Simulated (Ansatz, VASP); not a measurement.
# CsH: VASP beside Ansatz

Wanted: the spread between two codes on one cell, functional and k mesh. The cell is generated by rule, not measured, and may not be a known phase. The cell is taken from a series of VASP runs on this material, whose earlier steps may have relaxed, scaled or displaced it; both programs get it as it stands. Other levels of theory on this material are compared in a session of their own.

Program: Ansatz 0.2.0. Level of theory: plane waves, with VASP 6.6.1 beside it; single point at PBE, spin-orbit coupling. Results are calculated unless marked as measured.

The structure was built from a prototype and need not be the compound's stable phase.

## (1) Starting point

It takes space group F-43m (No. 216, cubic). Conventional cell: a = 6.664 Å, b = 6.664 Å, c = 6.664 Å, α = 90.00°, β = 90.00°, γ = 90.00°. Nearest to Cs lie 4 H at 2.89 Å. H has 4 Cs at 2.89 Å nearest. Farther neighbours are not listed.

Structure file:

```cif
data_structure
_symmetry_space_group_name_H-M 'P 1'
_symmetry_Int_Tables_number 1
_cell_length_a 4.7125
_cell_length_b 4.7125
_cell_length_c 4.7125
_cell_angle_alpha 60.000
_cell_angle_beta 60.000
_cell_angle_gamma 60.000
_cell_volume 74.00
loop_
_atom_site_label
_atom_site_type_symbol
_atom_site_fract_x
_atom_site_fract_y
_atom_site_fract_z
_atom_site_occupancy
Cs1 Cs 0.00000 0.00000 0.00000 1
H2 H 0.25000 0.25000 0.25000 1
```

## (2) VASP: single point, PBE, spin-orbit coupling

With cell and atoms fixed, the geometry can't cause a difference; cores, projectors, grids and the points listed under the comparison can.

Lines of VASP's logs that name or quote its potential files are left out, and so is its time.

Contents of INCAR:

```
SYSTEM = CsH
PREC = Accurate
ENCUT = 400
EDIFF = 1E-08
NELM = 100
ISMEAR = 0
SIGMA = 0.02
LREAL = .FALSE.
ALGO = Normal
GGA = PE
LNONCOLLINEAR = .TRUE.
MAGMOM = 0 0 0 0 0 0
NBANDS = 22
GGA_COMPAT = .FALSE.
LASPH = .TRUE.
LSORBIT = .TRUE.
LORBIT = 11
LWAVE = .FALSE.
LCHARG = .FALSE.
KPAR = 4
```

Contents of POSCAR:

```
CsH
1.0
    0.0000000000      3.3322300000      3.3322300000
    3.3322300000      0.0000000000      3.3322300000
    3.3322300000      3.3322300000      0.0000000000
Cs H
1 1
Direct
    0.0000000000      0.0000000000      0.0000000000
    0.2500000000      0.2500000000      0.2500000000
```

Contents of KPOINTS:

```
Automatic mesh
0
Gamma
8 8 8
0 0 0
```

Contents of KPOINTS_OPT:

```
points round the band edges
26
Reciprocal
 -0.2500000000   0.5000000000   0.2500000000 1
  0.5000000000   0.5000000000   0.0000000000 1
 -0.2500000000   0.4957572730   0.2457572730 1
 -0.2500000000   0.5042427270   0.2542427270 1
 -0.2542427270   0.5000000000   0.2457572730 1
 -0.2457572730   0.5000000000   0.2542427270 1
 -0.2542427270   0.4957572730   0.2500000000 1
 -0.2457572730   0.5042427270   0.2500000000 1
 -0.2500000000   0.4840897737   0.2340897737 1
 -0.2500000000   0.5159102263   0.2659102263 1
 -0.2659102263   0.5000000000   0.2340897737 1
 -0.2340897737   0.5000000000   0.2659102263 1
 -0.2659102263   0.4840897737   0.2500000000 1
 -0.2340897737   0.5159102263   0.2500000000 1
  0.5000000000   0.4957572730  -0.0042427270 1
  0.5000000000   0.5042427270   0.0042427270 1
  0.4957572730   0.5000000000  -0.0042427270 1
  0.5042427270   0.5000000000   0.0042427270 1
  0.4957572730   0.4957572730  -0.0000000000 1
  0.5042427270   0.5042427270   0.0000000000 1
  0.5000000000   0.4840897737  -0.0159102263 1
  0.5000000000   0.5159102263   0.0159102263 1
  0.4840897737   0.5000000000  -0.0159102263 1
  0.5159102263   0.5000000000   0.0159102263 1
  0.4840897737   0.4840897737  -0.0000000000 1
  0.5159102263   0.5159102263   0.0000000000 1
```

The projector-augmented-wave data sets are Cs_sv and H (PBE family, release 64).

The run is started by

```bash
$ mpirun -np 4 vasp_ncl
```

Numbers of over 12 decimals in the logs are rounded to 6 here.

What it wrote:

```text
[banner, memory and clock lines left out]
running    4 mpi-ranks, on    1 nodes
 distrk:  each k-point on    1 cores,    4 groups
 distr:  one band on    1 cores,    1 groups

 POSCAR found type information on POSCAR CsH
 POSCAR found :  2 types and       2 ions
 LDA part: xc-table for (Slater+PW92), standard interpolation
 POSCAR, INCAR and KPOINTS ok, starting setup
 FFT: planning ... GRIDC
 FFT: planning ... GRID_SOFT
 FFT: planning ... GRID
 WAVECAR not read
 entering main loop
       N       E                     dE             d eps       ncg     rms          rms(c)
DAV:   1     0.505187028719E+02    0.50519E+02   -0.32455E+03  1892   0.598E+02
DAV:   2    -0.136465031674E+00   -0.50655E+02   -0.48385E+02  2422   0.121E+02
DAV:   3    -0.551178620563E+01   -0.53753E+01   -0.53581E+01  2390   0.439E+01
DAV:   4    -0.557481119664E+01   -0.63025E-01   -0.63015E-01  2254   0.552E+00
DAV:   5    -0.557521285886E+01   -0.40166E-03   -0.40165E-03  2378   0.446E-01    0.416E+00
DAV:   6    -0.470810297728E+01    0.86711E+00   -0.66786E-01  2120   0.365E+00    0.183E+00
DAV:   7    -0.452903239192E+01    0.17907E+00   -0.11171E+00  2102   0.372E+00    0.931E-01
DAV:   8    -0.454920343569E+01   -0.20171E-01   -0.90906E-02  2084   0.122E+00    0.584E-01
DAV:   9    -0.456780475175E+01   -0.18601E-01   -0.21766E-02  2066   0.792E-01    0.406E-01
DAV:  10    -0.456213744411E+01    0.56673E-02   -0.11191E-02  2272   0.409E-01    0.988E-02
DAV:  11    -0.456273014467E+01   -0.59270E-03   -0.43054E-03  2130   0.252E-01    0.878E-02
DAV:  12    -0.456274648395E+01   -0.16339E-04   -0.37136E-04  2120   0.967E-02    0.279E-02
DAV:  13    -0.456271607985E+01    0.30404E-04   -0.10786E-04  2232   0.396E-02    0.736E-03
DAV:  14    -0.456271519539E+01    0.88446E-06   -0.13678E-05  2154   0.141E-02    0.158E-03
DAV:  15    -0.456271569562E+01   -0.50022E-06   -0.34585E-07  2180   0.332E-03    0.437E-04
DAV:  16    -0.456271582841E+01   -0.13279E-06   -0.74825E-08  2040   0.170E-03    0.138E-04
DAV:  17    -0.456271583693E+01   -0.85245E-08   -0.87795E-09  1876   0.507E-04
   1 F= -.45627158E+01 E0= -.45627158E+01  d E =-.606324E-15  mag=    -0.0000    -0.0000    -0.0000
 Start KPOINTS_OPT (optional k-point list driver)
k-point batch [1-26\26]
       N       E                     dE             ncg
DAV:   1    -0.107550902568E+04   -0.81934E+04     1144
DAV:   2    -0.229502235664E+04   -0.12195E+04     1632
DAV:   3    -0.241479631827E+04   -0.11977E+03     1420
DAV:   4    -0.241613324230E+04   -0.13369E+01     1700
DAV:   5    -0.241614201239E+04   -0.87701E-02     1340
DAV:   6    -0.241614209736E+04   -0.84970E-04     1730
DAV:   7    -0.241614209828E+04   -0.91996E-06     1350
DAV:   8    -0.241614209829E+04   -0.10338E-07     1610
DAV:   9    -0.241614209830E+04   -0.99135E-09     1164
```

OUTCAR, selected parts (step 2):

```text
ion  position               nearest neighbor table
   1  0.000  0.000  0.000-
   2  0.250  0.250  0.250-

  LATTYP: Found a face centered cubic cell.
 ALAT       =     6.6644600000

 Subroutine GETGRP returns: Found 24 space group operations
 (whereof 24 operations were pure point group operations)

The static configuration has the point symmetry T_d .

 Found     43 irreducible k-points:

   k-points           NKPTS =     43   k-points in BZ     NKDIM =     43   number of bands    NBANDS=     22

   dimension x,y,z NGX =    32 NGY =   32 NGZ =   32
   dimension x,y,z NGXF=    64 NGYF=   64 NGZF=   64

   ENCUT  =  400.0 eV  29.40 Ry    5.42 a.u.   7.68  7.68  7.68*2*pi/ulx,y,z

   NELECT =      10.0000    total number of electrons

 k-points in reciprocal lattice and weights: Automatic mesh
   0.00000000  0.00000000  0.00000000       0.002
   0.12500000  0.00000000  0.00000000       0.008
  -0.12500000  0.00000000  0.00000000       0.008
   0.25000000  0.00000000  0.00000000       0.008
  -0.25000000  0.00000000  0.00000000       0.008
   0.37500000  0.00000000  0.00000000       0.008
  -0.37500000  0.00000000  0.00000000       0.008
   0.50000000  0.00000000  0.00000000       0.008
   0.12500000  0.12500000  0.00000000       0.012
[...]
-0.37500000  0.50000000  0.12500000       0.023
  -0.25000000  0.50000000  0.25000000       0.012

 average (electrostatic) potential at core
       1 -51.1917       2 -33.2916

 E-fermi :  -0.3695

 k-point     1 :       0.0000    0.0000    0.0000
  band No.  band energies     occupation
    ...
      6      -7.6340      1.00000
      7      -7.6340      1.00000
      8      -7.6340      1.00000
      9      -1.7654      1.00000
     10      -1.7654      1.00000
     11       3.8890      0.00000
     12       3.8890      0.00000
     13       4.6156      0.00000
     14       4.6156      0.00000
     15       4.6156      0.00000
    ...

 k-point     2 :       0.1250    0.0000    0.0000
  band No.  band energies     occupation
    ...
      6      -7.7142      1.00000
      7      -7.6459      1.00000
      8      -7.6459      1.00000
      9      -1.5904      1.00000
     10      -1.5904      1.00000
     11       3.2771      0.00000
     12       3.2771      0.00000
     13       4.7243      0.00000
     14       4.7293      0.00000
     15       4.7704      0.00000
    ...

 k-point     3 :      -0.1250    0.0000    0.0000
  band No.  band energies     occupation
    ...
      6      -7.7142      1.00000
      7      -7.6459      1.00000
      8      -7.6459      1.00000
      9      -1.5904      1.00000
     10      -1.5904      1.00000
     11       3.2771      0.00000
     12       3.2771      0.00000
     13       4.7243      0.00000
     14       4.7293      0.00000
     15       4.7704      0.00000
    ...

  Total        0.5268472      0.5268472      0.5268472      0.0000000     -0.0000000     -0.0000000
  in kB       11.4067091     11.4067091     11.4067091      0.0000000     -0.0000000     -0.0000000
  external PRESSURE =      11.4067091 kB  Pullay stress =       0.0000000 kB

  energy-cutoff  :      400.00
  volume of cell :       74.00
      direct lattice vectors                 reciprocal lattice vectors
     0.000000000  3.332230000  3.332230000    -0.150049666  0.150049666  0.150049666
     3.332230000  0.000000000  3.332230000     0.150049666 -0.150049666  0.150049666
     3.332230000  3.332230000  0.000000000     0.150049666  0.150049666 -0.150049666

 POSITION                                       TOTAL-FORCE (eV/Angst)
 -----------------------------------------------------------------------------------
      0.00000      0.00000      0.00000        -0.000000     -0.000000     -0.000000
      1.66612      1.66612      1.66612         0.000000      0.000000      0.000000
 -----------------------------------------------------------------------------------
    total drift:                                0.000000      0.000000      0.000000

  FREE ENERGIE OF THE ION-ELECTRON SYSTEM (eV)
  ---------------------------------------------------
  free  energy   TOTEN  =        -4.5627158369 eV

  energy  without entropy=       -4.5627158369  energy(sigma->0) =       -4.56271584

 Spin-Orbit-Coupling matrix elements
 Ion:    1  E_soc:     -0.3278873
 Ion:    2  E_soc:     -0.0000000

 total charge
# of ion       s       p       d       tot
------------------------------------------
    1        1.852   4.686   0.048   6.586
    2        0.506   0.001   0.000   0.506
--------------------------------------------------
tot          2.358   4.686   0.048   7.092

 magnetization (x)
# of ion       s       p       d       tot
------------------------------------------
    1        0.000   0.000  -0.000   0.000
    2        0.000   0.000   0.000   0.000
--------------------------------------------------
tot          0.000   0.000  -0.000   0.000

 magnetization (y)
# of ion       s       p       d       tot
------------------------------------------
    1        0.000   0.000   0.000   0.000
    2        0.000   0.000   0.000   0.000
--------------------------------------------------
tot          0.000   0.000   0.000   0.000

 magnetization (z)
# of ion       s       p       d       tot
------------------------------------------
    1        0.000   0.000  -0.000   0.000
    2        0.000   0.000   0.000   0.000
--------------------------------------------------
tot          0.000   0.000  -0.000   0.000

[... 3 further parts left out ...]
```

The run ends at a pressure of 1.14 GPa.

## (3) Ansatz: single point, PBE, spin-orbit coupling

Ansatz runs on its fully relativistic PAW (standard-fr) files.

The same cell, functional, mesh and smearing now go to Ansatz, which takes its cutoff from its data sets.

Contents of input.yaml:

```yaml
crystal:
  lattice:
    - [0.0, 3.33223, 3.33223]
    - [3.33223, 0.0, 3.33223]
    - [3.33223, 3.33223, 0.0]
  atoms:
    - { symbol: Cs, position: [0.0, 0.0, 0.0] }
    - { symbol: H, position: [0.25, 0.25, 0.25] }
hamiltonian:
  xc: pbe
  pseudopotentials: { kind: paw_fr }
magnetization:
  noncollinear: true
  spin_orbit: true
kpoints:
  mp_grid: { grid: [8, 8, 8] }
scf:
  occupations: { method: gaussian, width: 0.02 }
  n_extra_bands: 8
output:
  forces: true
  stress: true
  eigenvalues: true
```

The run is started by

```bash
$ ansatz run input.yaml --threads 2 --pin off --max-ram 4608MiB --backend cpu --events-out ev --progress --plain --runs-dir out
```

What it wrote:

```text
scf.n_extra_bands = 8 over 10 filled bands (N_el = 10.0): the run solves 18 bands
Engine: ansatz 0.2.0, aarch64-unknown-linux-gnu
Pseudopotentials: kind: paw_fr
Pseudopotential: Cs, paw_fr, valence charge 9, recommended cutoff 420 eV (normal), Cs.paw.azcp#standard-fr
Pseudopotential: H, paw_fr, valence charge 1, recommended cutoff 420 eV (normal), H.paw.azcp#standard-fr
Functional definition: PBE
  parameter kappa = 0.804
  parameter beta = 0.066725
  exchange = pbe_x(kappa = kappa, mu = beta*pi^2/3)
  correlation = pbe_c(beta = beta)
non-collinear run that drives no moment, with spin-orbit: no starting moment large enough to seed its density (crystal.atoms[].spin), no starting occupations that ask for one, no magnetisation constraint and no magnetic field, so the semilocal B_xc is pinned to zero
Crystal: 2 atoms, lattice volume = 74.001 Å³
Basis set: ecut = 420 eV, 1459 PW (Γ), exchange–correlation on 64×64×64 points (8 copies of the dense FFT grid, shifted against one another)
Bands: 18, of which v1, the nominal top of the filled ones, is band 10 counted from 1 (9 counted from 0)
Symmetry: 24 space group operations + 24 with time reversal
Magnetic group: BNS 216.75 (UNI 1577), of the structure as read, at distance tolerance 4.2e-5 Å
k-points: 29 of 512 (time reversal used)
Projection manifold: j_resolved (fully-relativistic pseudo-atomic orbitals)
Non-local potential: Cs, projectors of the file, l = 0: 3, l = 1: 4, l = 2: 4, l = 3: 4
Non-local potential: H, projectors of the file, l = 0: 2, l = 1: 2
PAW form: soft (Blöchl's): semilocal exchange-correlation on the pseudo side does not see the compensation charge
PAW one-centre angular grid: Cs, 194 points (default); XC on 64 Gauss nodes
PAW one-centre angular grid: H, 110 points (default); XC on 64 Gauss nodes
Initial density: superposition of atomic densities (chi_scale 0.1, normalization cell, long waves kept (reshape's long-wave potential 0.00 eV rms))
Initial wavefunctions: pseudopotential atomic-orbital guess
Functional: x = pbe(κ = 0.804, μ = 0.219515), c = pbe(β = 0.066725)
SCF iter   1: F=—  HF=-5691.764534 eV  |F-HF|=—  |Δ(HF+E_count)|=         —  Δρ=4.06e-2  dr2=2.06e0  dr2_m=0.00e0 (ungated)  ethr=3.10e-3  |M|=0.00e0 ∫|m|=0.00e0 μB  |m|>n=0.0e0 m-floor=0.0e0 τ_xc=0.0e0  β_m=0.30  ⟨swp⟩=7.7  Hψ=3370  notcnv=0
preconditioner: auto → none  [insulator: Δε(μ)=4.115 eV  Ē_g=11.207 eV  σ=0.020 eV  W_gap=1.00  n_scr=14 (ndim 8)  ℏωp=12.2 eV  f_vac=0.000  D(μ)=0.00/eV (n_scr^D=0)  ε∞_Penn≈2.2]
SCF iter   2: F=—  HF=-5691.181799 eV  |F-HF|=—  |Δ(HF+E_count)|=   5.83e-1  Δρ=1.82e-2  dr2=5.06e-1  dr2_m=0.00e0 (ungated)  ethr=3.10e-3  |M|=0.00e0 ∫|m|=0.00e0 μB  |m|>n=0.0e0 m-floor=0.0e0 τ_xc=0.0e0  β_m=0.44  ⟨swp⟩=2.3  Hψ=975  notcnv=0  defer=88
SCF iter   3: F=—  HF=-5691.052234 eV  |F-HF|=—  |Δ(HF+E_count)|=   1.30e-1  Δρ=4.75e-3  dr2=1.17e-2  dr2_m=0.00e0 (ungated)  ethr=3.10e-3  |M|=0.00e0 ∫|m|=0.00e0 μB  |m|>n=0.0e0 m-floor=0.0e0 τ_xc=0.0e0  β_m=0.68  ⟨swp⟩=2.0  Hψ=958  notcnv=0  defer=88
SCF iter   4: F=—  HF=-5691.062604 eV  |F-HF|=—  |Δ(HF+E_count)|=   1.04e-2  Δρ=1.06e-3  dr2=2.08e-3  dr2_m=0.00e0 (ungated)  ethr=1.17e-4  |M|=0.00e0 ∫|m|=0.00e0 μB  |m|>n=0.0e0 m-floor=0.0e0 τ_xc=0.0e0  β_m=0.73  ⟨swp⟩=3.9  Hψ=1191  notcnv=0  defer=88
SCF iter   5: F=—  HF=-5691.062528 eV  |F-HF|=—  |Δ(HF+E_count)|=   7.58e-5  Δρ=7.06e-5  dr2=2.40e-6  dr2_m=0.00e0 (ungated)  ethr=2.08e-5  |M|=0.00e0 ∫|m|=0.00e0 μB  |m|>n=0.0e0 m-floor=0.0e0 τ_xc=0.0e0  β_m=0.73  ⟨swp⟩=2.1  Hψ=640  notcnv=0  defer=88
SCF iter   6: F=—  HF=-5691.062552 eV  |F-HF|=—  |Δ(HF+E_count)|=   2.36e-5  Δρ=1.60e-5  dr2=1.24e-7  dr2_m=0.00e0 (ungated)  ethr=1.00e-9  |M|=0.00e0 ∫|m|=0.00e0 μB  |m|>n=0.0e0 m-floor=0.0e0 τ_xc=0.0e0  β_m=0.79  ⟨swp⟩=12.3  Hψ=3623  notcnv=0
SCF iter   7: F=-5691.062552 eV  HF=-5691.062552 eV  |F-HF|=1.90e-8  |Δ(HF+E_count)|=   3.47e-7  Δρ=2.71e-6  dr2=4.61e-9  dr2_m=0.00e0 (ungated)  ethr=1.00e-9  |M|=0.00e0 ∫|m|=0.00e0 μB  |m|>n=0.0e0 m-floor=0.0e0 τ_xc=0.0e0  ⟨swp⟩=5.2  Hψ=2079  notcnv=0
SCF 1 converged in 7 iterations: F = -5691.062552 eV  dr2 = 4.61e-9
  greatest PAW one-centre occupation: 0.927 electrons in one spin orbital (limit 2), on the Cs atom at site 0 (counted from 0), in its partial waves of l = 0
SCF converged after 7 iterations
Magnetization: |M| = 0.0000 μB,  M = (+0.0000, +0.0000, +0.0000) μB
Absolute magnetization: 0.0000 μB (∫|m|)
  site 0: m = (+0.0000, +0.0000, +0.0000) μB, |m| = 0.0000 μB  (R = 1.19 Å)
  site 1: m = (+0.0000, +0.0000, +0.0000) μB, |m| = 0.0000 μB  (R = 1.19 Å)
Free energy (F): -5691.062552 eV
Harris-Foulkes:  -5691.062552 eV  (|F-HF|=1.90e-8)
Internal energy: -5691.062552 eV  (E = F + TS)
E sigma→0 (E₀):  -5691.062552 eV
Fermi energy:    3.659895 eV
--- Per-component energies (eV) ---
  E_band       = -67.274001
  E_kinetic    = 156.482864
  E_local      = -309.309900  (includes V_loc(G=0)·N_el)
  E_nonlocal   = 31.472765
  E_hartree    = 107.127743
  E_xc         = -183.753591
  E_vxc        = -138.625180  (∫ρ·V_xc dr)
  E_paw        = -5071.327079  (= ΣΔE_a)
  E_vpaw       = -21.549257  (= ΣTr[D̂ρ^β])
  E_aug_tail   = -0.001113  (compensation charges beyond the density's cutoff)
  E_ewald      = -421.754241
  E_smearing   = -0.000000  (= −TS)
  E_closure    = 0.000000  (closes the sum)
  Σ components = -5691.062552   (vs F -5691.062552, Δ=0.00e0)
--- Forces (eV/Å), atoms counted from 1 ---
  atom   1  Cs    -0.00000000     0.00000000     0.00000000
  atom   2  H     -0.00000000     0.00000000    -0.00000000
  max |Σ_I F_I| component: 9.89e-17 eV/Å
--- Stress (GPa, compression-positive) ---
        1.224969      -0.000000      -0.000000
       -0.000000       1.224969       0.000000
       -0.000000       0.000000       1.224969
  P = ⅓ Tr σ = 1.2250 GPa (12.250 kbar)
--- Band table (eV; the first three rows and the last of 29) ---
  k-point 0: bands = [... 6 lower, -4.8289, -4.8289, 1.0219, 1.0219, 6.6006, 6.6006, 7.4111, 7.4111, ... 4 higher]
  k-point 1: bands = [... 6 lower, -4.8408, -4.8408, 1.1962, 1.1962, 6.0340, 6.0340, 7.5165, 7.5216, ... 4 higher]
  k-point 2: bands = [... 6 lower, -4.8693, -4.8693, 1.5566, 1.5566, 5.6914, 5.6914, 7.5848, 7.5921, ... 4 higher]
  k-point 28: bands = [... 6 lower, -5.1488, -5.1145, 2.1844, 2.3188, 5.7594, 5.7635, 6.5834, 6.6955, ... 4 higher]
```

Elapsed: 8 s, on 2 threads of Arm Neoverse N1, shared host; peak memory 0.45 GiB; 15 s of CPU time.

The run ends at a pressure of 1.22 GPa.

## (4) Differences

Known differences besides the potentials themselves: spin-orbit coupling enters by fully relativistic files in Ansatz and inside the spheres in VASP; the cutoff is 420 eV in Ansatz and 400 eV in VASP. Total energies have different zeros and are not compared.

The two programs side by side:

| quantity | Ansatz | VASP | difference |
| --- | --- | --- | --- |
| pressure (GPa) | 1.22 | 1.14 | +0.08 |
| gap on the k mesh (eV) | 2.682 | 2.676 | +0.006 |

A gap on the mesh is an upper bound, since the band edges may lie between its points. Ansatz's pressure holds a Pulay correction of 0.02 GPa; VASP's holds none.

## (5) What the set-up changes

Further runs change the set-up of one program: Ansatz's method, potentials or start, or VASP's data sets, cutoff or form of LDA. The table gives Ansatz less VASP for each quantity, since a change that brings one quantity closer may part another.

| run | pressure (GPa) | gap on the k mesh (eV) |
| --- | --- | --- |
| as above | 0.084 | 0.0060 |
| Ansatz's all-electron LAPW method | 0.083 | 0.0059 |

## (6) Summary of results

- difference in gap on the k mesh (single point, PBE, spin-orbit coupling): 0.0060 eV

In words: The difference in gap on the k mesh is 0.0060 eV (single point, PBE, spin-orbit coupling), within the 0.08 eV picked in this series as the mark of a large difference. For single point, PBE, spin-orbit coupling, no further run moves any of the tabulated differences by more than a quarter of its size. 7 further runs of this series are not shown here. Such differences can come from data sets, numerical settings and the points named under the comparisons, not from the functional's error against experiment.

[Lines on the potential files, build, host, timing and source positions are cut from VASP's logs without a mark.]

[Logs are printed without paths, hosts, clocks, repeated set-up lines and the standing remarks that a program may print on its own settings, such as how far it seeks lower states.]

[Hosts, paths, dates, database ids (printed as entryN), source tags and the programs' standing remarks are cut or masked in the printed files.]
